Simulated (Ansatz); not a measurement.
# MoS2 (P-3m1) in Ansatz: further runs

The runs below take MoS2 through band structure, single point, equation of state, with LDA+U, PBE+U, RPBE, BLYP+D3(BJ), PBE.

Everything below comes from runs of Ansatz 0.2.0. Logs are shortened: lines on timing, memory, paths and dates and some standing lists are left out, and cuts for length are marked.

## (1) Starting point

The structure is trigonal, space group P-3m1 (No. 164). Conventional cell: a = 3.227 Å, b = 3.227 Å, c = 6.312 Å, α = 90.00°, β = 90.00°, γ = 120.00°. Mo (site symmetry -3m) is surrounded by 6 S at 2.42 Å. S (site symmetry 3m) has 3 Mo at 2.42 Å as nearest neighbours.

Measurements of this composition are mostly on another form, of space group No. 194.

## (2) Band structure, LDA+U

input.yaml reads:

```yaml
crystal:
  lattice:
    - [3.2274645616, 0.0, 0.0]
    - [-1.6137322808, 2.7950663001, 0.0]
    - [0.0, 0.0, 6.31247342]
  atoms:
    - { symbol: Mo, position: [0.0, 0.0, 0.5] }
    - { symbol: S, position: [0.6666666667, 0.3333333333, 0.74468068] }
    - { symbol: S, position: [0.3333333333, 0.6666666667, 0.25531932] }
hamiltonian:
  xc: lda
  pseudopotentials: { kind: paw }
  hubbard: { sites: [{ species: Mo, l: d, u_eff: 5.0 }] }
kpoints:
  mp_grid: { grid: [9, 9, 4] }
  band_path:
    path:
      - [[0.0, 0.0, 0.0], [0.5, 0.0, 0.0], [0.3333333333, 0.3333333333, 0.0], [0.0, 0.0, 0.0], [0.0, 0.0, 0.5], [0.5, 0.0, 0.5], [0.3333333333, 0.3333333333, 0.5], [0.0, 0.0, 0.5]]
      - [[0.5, 0.0, 0.5], [0.5, 0.0, 0.0]]
      - [[0.3333333333, 0.3333333333, 0.0], [0.3333333333, 0.3333333333, 0.5]]
    npoints: 14
scf:
  occupations: { method: fermi_dirac, width: 0.05 }
  n_extra_bands: 7
output:
  forces: true
  stress: true
  eigenvalues: true
  fatbands: true
```

Potentials or basis: Ansatz PAW.

On the command line:

```
ansatz run input.yaml --threads 2 --pin off --max-ram 5120MiB --backend cpu --events-out ev --progress --plain --runs-dir out
```

Standard output:

```text
Warning: RAYON_NUM_THREADS=2 ignored (pool sized by the plan → 2); use --threads N
Mo: projections on atomic orbitals take those of the free atom [Ar 3d10] 4s2 4p6 4d5 5s1, of charge +0.00 (hamiltonian.pseudopotentials.projection_atoms); the dataset's partial waves leave at most 6.0e-6 of an orbital's norm unspanned inside its sphere
S: projections on atomic orbitals take those of the free atom [Ne] 3s2 3p4, of charge +0.00 (hamiltonian.pseudopotentials.projection_atoms); the dataset's partial waves leave at most 1.6e-7 of an orbital's norm unspanned inside its sphere
scf.n_extra_bands = 7 over 13 filled bands (N_el = 26.0): the run solves 20 bands
Engine: ansatz 0.2.0, x86_64-unknown-linux-gnu
Pseudopotentials: kind: paw
Pseudopotential: Mo, paw, valence charge 14, recommended cutoff 420 eV (normal), Mo.paw.azcp
Pseudopotential: S, paw, valence charge 6, recommended cutoff 420 eV (normal), S.paw.azcp
Functional definition: SPW92
  exchange = slater_x
  correlation = pw_c
Crystal: 3 atoms, lattice volume = 56.945 Å³
Basis set: ecut = 420 eV, 1137 PW (Γ)
Bands: 20, of which v1, the nominal top of the filled ones, is band 13 counted from 1 (12 counted from 0)
Symmetry: 12 space group operations
Space group: P-3m1 (ITA 164), of the structure as read, at distance tolerance 3.8e-5 Å
k-points: 43 of 324
Non-local potential: Mo, projectors of the file, l = 0: 3, l = 1: 2, l = 2: 2, l = 3: 1
Non-local potential: S, projectors of the file, l = 0: 2, l = 1: 2, l = 2: 2
PAW form: soft (Blöchl's): semilocal exchange-correlation on the pseudo side does not see the compensation charge
PAW frozen core: Mo, regenerated for the run's functional, and the local potential with it (the file was generated under x = pbe(κ = 0.804, μ = 0.2195149727645171), c = pbe(β = 0.06672455060314922))
PAW frozen core: S, regenerated for the run's functional, and the local potential with it (the file was generated under x = pbe(κ = 0.804, μ = 0.2195149727645171), c = pbe(β = 0.06672455060314922))
PAW one-centre angular grid: Mo, 590 points (default); XC on 64 Gauss nodes
PAW one-centre angular grid: S, 110 points (default); XC on 64 Gauss nodes
Initial density: superposition of atomic densities (chi_scale 0.1, normalization cell, long waves of neutral atoms under a Hubbard term (reshape's long-wave potential 0.08 eV rms, cloud 2.59 Å wide))
Initial wavefunctions: pseudopotential atomic-orbital guess
Functional: x = slater, c = lda
SCF iter   1: F=—  HF=-6578.530612 eV  |F-HF|=—  |Δ(HF+E_count)|=         —  Δρ=6.17e-2  dr2=2.73e0  ethr=3.10e-3  ⟨swp⟩=6.0  Hψ=4744  notcnv=0  defer=3
preconditioner: auto → Kerker (q_TF=auto, 2.394 Å⁻¹)  [metal: Δε(μ)=0.059 eV  Ē_g=10.419 eV  σ=0.050 eV  W_gap=0.29  n_scr=10 (ndim 8)  ℏωp=20.9 eV  f_vac=0.008  D(μ)=1.40/eV (n_scr^D=4)]
SCF iter   2: F=—  HF=-6577.917723 eV  |F-HF|=—  |Δ(HF+E_count)|=   6.13e-1  Δρ=2.50e-2  dr2=7.15e-1  ethr=3.10e-3  ⟨swp⟩=2.8  Hψ=1923  notcnv=0  defer=50
SCF iter   3: F=—  HF=-6577.851495 eV  |F-HF|=—  |Δ(HF+E_count)|=   6.62e-2  Δρ=1.45e-2  dr2=3.67e-1  ethr=2.75e-3  ⟨swp⟩=1.0  Hψ=810  notcnv=0  defer=50
SCF iter   4: F=—  HF=-6577.783254 eV  |F-HF|=—  |Δ(HF+E_count)|=   6.82e-2  Δρ=4.38e-3  dr2=2.45e-2  ethr=1.41e-3  ⟨swp⟩=2.2  Hψ=1232  notcnv=0  defer=50
SCF iter   5: F=—  HF=-6577.778911 eV  |F-HF|=—  |Δ(HF+E_count)|=   4.34e-3  Δρ=1.61e-3  dr2=5.13e-3  ethr=9.43e-5  ⟨swp⟩=2.3  Hψ=1570  notcnv=0  defer=50
SCF iter   6: F=—  HF=-6577.778531 eV  |F-HF|=—  |Δ(HF+E_count)|=   3.80e-4  Δρ=3.75e-4  dr2=1.23e-4  ethr=1.97e-5  ⟨swp⟩=1.8  Hψ=876  notcnv=0  defer=50
SCF iter   7: F=—  HF=-6577.778566 eV  |F-HF|=—  |Δ(HF+E_count)|=   3.50e-5  Δρ=9.79e-5  dr2=6.34e-6  ethr=4.72e-7  ⟨swp⟩=2.5  Hψ=1210  notcnv=0  defer=50
SCF iter   8: F=—  HF=-6577.778568 eV  |F-HF|=—  |Δ(HF+E_count)|=   1.93e-6  Δρ=4.04e-5  dr2=8.00e-7  ethr=2.44e-8  ⟨swp⟩=2.5  Hψ=1326  notcnv=0  defer=49
SCF iter   9: F=—  HF=-6577.778569 eV  |F-HF|=—  |Δ(HF+E_count)|=   1.02e-6  Δρ=2.31e-5  dr2=2.14e-7  ethr=3.08e-9  ⟨swp⟩=2.0  Hψ=1284  notcnv=0  defer=49
SCF iter  10: F=—  HF=-6577.778569 eV  |F-HF|=—  |Δ(HF+E_count)|=   5.30e-7  Δρ=1.40e-5  dr2=1.22e-7  ethr=3.85e-10  ⟨swp⟩=11.0  Hψ=4248  notcnv=0
SCF iter  11: F=-6577.778569 eV  HF=-6577.778569 eV  |F-HF|=2.65e-9  |Δ(HF+E_count)|=   1.43e-7  Δρ=3.87e-6  dr2=6.15e-9  ethr=3.85e-10  ⟨swp⟩=5.1  Hψ=3149  notcnv=0
SCF 1 converged in 11 iterations: F = -6577.778569 eV  dr2 = 6.15e-9
NSCF: frozen V_eff on 129 k-points
SCF converged after 11 iterations
Free energy (F): -6577.778569 eV
Harris-Foulkes:  -6577.778569 eV  (|F-HF|=2.65e-9)
Internal energy: -6577.770431 eV  (E = F + TS)
E sigma→0 (E₀):  -6577.774500 eV
Entropy (-TS):   -0.008138 eV (-2.713 meV/atom)
Fermi energy:    9.746962 eV
--- Per-component energies (eV) ---
  E_band       = -184.914471
  E_kinetic    = 654.823454
  E_local      = -2098.999329  (includes V_loc(G=0)·N_el)
  E_nonlocal   = 206.528570
  E_hartree    = 807.514255
  E_xc         = -374.582230
  E_vxc        = -403.665811  (∫ρ·V_xc dr)
  E_hubbard    = 6.143921  (on-site DFT+U / exact-exchange correction)
  E_vhub       = -0.642996  (the Hubbard potential's part of the band-sum identity)
  E_paw        = -4226.696917  (= ΣΔE_a)
  E_vpaw       = -157.986825  (= ΣTr[D̂ρ^β])
  E_aug_tail   = 0.000034  (compensation charges beyond the density's cutoff)
  E_ewald      = -1553.281402
  E_core_change = 0.779211  (= ΣΔE_core)
  E_smearing   = -0.008138  (= −TS)
  E_closure    = 0.000000  (closes the sum)
  Σ components = -6577.778569   (vs F -6577.778569, Δ=0.00e0)
--- Forces (eV/Å), atoms counted from 1 ---
  atom   1  Mo     0.00000000    -0.00000000     0.00000000
  atom   2  S      0.00000000    -0.00000000    -0.19667304
  atom   3  S     -0.00000000     0.00000000     0.19667304
  max |Σ_I F_I| component: 2.78e-17 eV/Å
--- Stress (GPa, compression-positive) ---
       -7.027870       0.000000      -0.000000
        0.000000      -7.027870      -0.000000
        0.000000      -0.000000      -4.146292
  P = ⅓ Tr σ = -6.0673 GPa (-60.673 kbar)
--- Band table (eV; the first three rows and the last of 43) ---
  k-point 0: bands = ["-51.6874", "-25.7638", "-25.7638", "-25.7462", "-4.9224", "-3.4579", "3.1084", "6.0336", "6.0336", "8.0586", "8.6003", "8.6003", "8.6497", "9.5641", "9.5641", "13.1649", "13.1649", "15.8293", "15.8469", "19.2662"]
  k-point 1: bands = ["-51.6874", "-25.7638", "-25.7638", "-25.7462", "-4.8389", "-3.6006", "3.4488", "6.0388", "6.0388", "7.0069", "8.5971", "8.5971", "9.3758", "9.5294", "9.5294", "13.2448", "13.2448", "15.7174", "16.5600", "19.2649"]
  k-point 2: bands = ["-51.6875", "-25.7638", "-25.7638", "-25.7462", "-4.7345", "-3.7615", "3.8996", "6.0441", "6.0441", "6.2360", "8.5940", "8.5940", "9.4956", "9.4956", "9.7043", "13.3256", "13.3256", "15.8127", "17.3417", "18.5461"]
  k-point 42: bands = ["-51.6509", "-25.9923", "-25.9923", "-25.6712", "-2.7871", "-2.7871", "4.1973", "4.1973", "4.6350", "6.0836", "6.1794", "6.1794", "10.0766", "10.0766", "10.3317", "13.5848", "13.5848", "17.3622", "17.4849", "17.4849"]
Occupation matrices written to <dir>
```

Wall time 1.8 s (2 threads of AMD EPYC 9B45 (Zen 5), shared host); peak memory 0.44 GiB.

Results:

```yaml
Free_energy: -6577.7786 eV
Pressure: -6.1 GPa
Largest_force: 0.197 eV/Å
Band_gap_on_the_k_mesh: none (metal or under the smearing width)
```

Forces on the atoms (eV/Å):
```
Mo   0.000  0.000  0.000
S    0.000  0.000 -0.197
S    0.000  0.000  0.197
```

Levels at the corners of the path, in eV from the Fermi level:
| point | band 9 | band 10 | band 11 | band 12 | band 13 | band 14 | band 15 | band 16 | band 17 | band 18 |
| --- | --- | --- | --- | --- | --- | --- | --- | --- | --- | --- |
| Γ | -3.71 | -1.69 | -1.15 | -1.15 | -1.10 | -0.18 | -0.18 | 3.42 | 3.42 | 6.08 |
| M | -4.58 | -3.97 | -3.05 | -1.76 | -1.63 | 1.02 | 1.67 | 3.78 | 3.94 | 5.63 |
| K | -5.32 | -3.65 | -3.65 | -3.30 | 0.58 | 0.80 | 0.80 | 3.07 | 3.07 | 5.78 |
| Γ | -3.71 | -1.69 | -1.15 | -1.15 | -1.10 | -0.18 | -0.18 | 3.42 | 3.42 | 6.08 |
| A | -3.70 | -3.51 | -1.15 | -1.15 | -0.25 | -0.25 | -0.04 | 3.58 | 3.58 | 6.07 |
| L | -4.57 | -4.02 | -2.24 | -2.18 | -1.48 | 1.02 | 1.72 | 3.44 | 4.55 | 5.00 |
| H | -5.11 | -3.66 | -3.57 | -3.57 | 0.33 | 0.33 | 0.58 | 3.84 | 3.84 | 7.62 |
| A | -3.70 | -3.51 | -1.15 | -1.15 | -0.25 | -0.25 | -0.04 | 3.58 | 3.58 | 6.07 |
| L | -4.57 | -4.02 | -2.24 | -2.18 | -1.48 | 1.02 | 1.72 | 3.44 | 4.55 | 5.00 |
| M | -4.58 | -3.97 | -3.05 | -1.76 | -1.63 | 1.02 | 1.67 | 3.78 | 3.94 | 5.63 |
| K | -5.32 | -3.65 | -3.65 | -3.30 | 0.58 | 0.80 | 0.80 | 3.07 | 3.07 | 5.78 |
| H | -5.11 | -3.66 | -3.57 | -3.57 | 0.33 | 0.33 | 0.58 | 3.84 | 3.84 | 7.62 |

Eigenvalues of the final occupation matrices:
| site | spin | trace | eigenvalues |
| --- | --- | --- | --- |
| site 1 | 1 | 2.59 | 0.44 0.44 0.55 0.58 0.58 |

Caveat: U without spin polarisation on a metal has little footing; the PAW data sets come from PBE, with cores solved anew for the run's functional, which leaves a small shift of forces and pressure.

## (3) Band structure, PBE+U

Edit input.yaml of step 2 so:

```diff
@@ -10,3 +10,3 @@
 hamiltonian:
-  xc: lda
+  xc: pbe
   pseudopotentials: { kind: paw }
@@ -28,2 +28,6 @@
   eigenvalues: true
-  fatbands: true
+  fatbands: false
+  write_density: true
+  write_potential: true
+  elf: true
+  volumetric_format: npy
```

Potentials or basis: Ansatz PAW.

On the command line:

```
ansatz run input.yaml --threads 2 --pin off --max-ram 5120MiB --backend cpu --events-out ev --progress --plain --runs-dir out
```

Run time: 1.6 s. Hardware: 2 threads of AMD EPYC 9B45 (Zen 5), shared host; peak memory 0.47 GiB.

The run converged. Its results:

```yaml
Free_energy: -6755.7955 eV
Pressure: 1.0 GPa
Largest_force: 0.246 eV/Å
Band_gap_on_the_k_mesh: none (metal or under the smearing width)
```

Forces on the atoms (eV/Å):
```
Mo   0.000  0.000  0.000
S    0.000  0.000  0.246
S    0.000  0.000 -0.246
```

Stress tensor (GPa, compression positive):
```
0.22 0.00 0.00
0.00 0.22 0.00
0.00 0.00 2.70
```

Levels at the corners of the path, in eV from the Fermi level:
```tsv
point	band 10	band 11	band 12	band 13	band 14	band 15	band 16	band 17
Γ	-1.74	-1.15	-1.15	-1.05	-0.23	-0.23	3.41	3.41
M	-3.99	-3.08	-1.78	-1.67	1.02	1.69	3.76	4.04
K	-3.68	-3.68	-3.33	0.61	0.78	0.78	3.13	3.13
Γ	-1.74	-1.15	-1.15	-1.05	-0.23	-0.23	3.41	3.41
A	-3.47	-1.16	-1.16	-0.29	-0.29	-0.06	3.57	3.57
L	-4.04	-2.30	-2.17	-1.52	1.02	1.74	3.44	4.69
H	-3.66	-3.61	-3.61	0.34	0.34	0.61	3.85	3.85
A	-3.47	-1.16	-1.16	-0.29	-0.29	-0.06	3.57	3.57
L	-4.04	-2.30	-2.17	-1.52	1.02	1.74	3.44	4.69
M	-3.99	-3.08	-1.78	-1.67	1.02	1.69	3.76	4.04
K	-3.68	-3.68	-3.33	0.61	0.78	0.78	3.13	3.13
H	-3.66	-3.61	-3.61	0.34	0.34	0.61	3.85	3.85
```

Eigenvalues of the final occupation matrices:
| site | spin | trace | eigenvalues |
| --- | --- | --- | --- |
| site 1 | 1 | 2.58 | 0.44 0.44 0.55 0.58 0.58 |

Caveat: this functional lacks dispersion, which binds the layers, so the pressure and a relaxed spacing across them are unreliable; U without spin polarisation on a metal has little footing.

## (4) Band structure, RPBE

Edit input.yaml of step 3 so:

```diff
@@ -10,5 +10,4 @@
 hamiltonian:
-  xc: pbe
+  xc: rpbe
   pseudopotentials: { kind: paw }
-  hubbard: { sites: [{ species: Mo, l: d, u_eff: 5.0 }] }
 kpoints:
@@ -29,5 +28 @@
   fatbands: false
-  write_density: true
-  write_potential: true
-  elf: true
-  volumetric_format: npy
```

On the command line:

```
ansatz run input.yaml --threads 2 --pin off --max-ram 5120MiB --backend cpu --events-out ev --progress --plain --runs-dir out
```

Run time: 1 s. Hardware: 2 threads of AMD EPYC 9B45 (Zen 5), shared host; peak memory 0.41 GiB.

Results (log left out):

* Free energy: -6775.8190 eV
* Pressure: 3.6 GPa
* Largest force: 0.360 eV/Å
* Band gap on the k mesh: none (metal or under the smearing width)

Forces on the atoms (eV/Å):
```
Mo   0.000  0.000  0.000
S    0.000  0.000  0.360
S    0.000  0.000 -0.360
```

Stress tensor (GPa, compression positive):
```
2.66 0.00 0.00
0.00 2.66 0.00
0.00 0.00 5.54
```

Levels at the corners of the path, in eV from the Fermi level:
```csv
point,band 11,band 12,band 13,band 14,band 15,band 16
Γ,-1.03,-0.95,-0.95,-0.34,-0.34,3.18
M,-3.19,-1.78,-1.73,0.93,1.72,3.61
K,-3.88,-3.44,0.63,0.81,0.81,2.91
Γ,-1.03,-0.95,-0.95,-0.34,-0.34,3.18
A,-0.95,-0.95,-0.41,-0.41,-0.08,3.33
L,-2.43,-2.09,-1.64,0.93,1.73,3.29
H,-3.83,-3.76,0.38,0.38,0.64,3.61
A,-0.95,-0.95,-0.41,-0.41,-0.08,3.33
L,-2.43,-2.09,-1.64,0.93,1.73,3.29
M,-3.19,-1.78,-1.73,0.93,1.72,3.61
K,-3.88,-3.44,0.63,0.81,0.81,2.91
H,-3.83,-3.76,0.38,0.38,0.64,3.61
```

Caveat: this functional lacks dispersion, which binds the layers, so the pressure and a relaxed spacing across them are unreliable; the PAW data sets come from PBE, with cores solved anew for the run's functional, which leaves a small shift of forces and pressure.

[end of part 1 of 2]
